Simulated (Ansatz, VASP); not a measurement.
**Two plane-wave programs on Si**

```
Si
1.0
     0.00000    1.84739    1.84739
     1.84739    0.00000    1.84739
     1.84739    1.84739    0.00000
Si
1
Direct
  0.00000 0.00000 0.00000
```

Alike in both runs: task single point; functional r2SCAN; k mesh 18 × 18 × 18; occupations gaussian, width 0.1 eV; no spin polarisation.

```csv
,VASP,Ansatz
version,VASP 6.6.1,Ansatz 0.2.0
potentials or method,"VASP PAW PBE potentials, release 64 (Si)","scalar-relativistic, plane waves, PAW"
plane-wave cutoff (eV),520,500
valence electrons in the cell,4,4
```

```tsv
	VASP	Ansatz	Ansatz less VASP
gap on the k mesh at the Fermi level (eV)	none	none	-
pressure (GPa)	9.5	9.4	-0.10
```

A gap of «none» marks a metal or a gap that the smearing closes.

Caveats: the PAW data sets were made with another functional, which shifts forces and pressure a little (VASP).
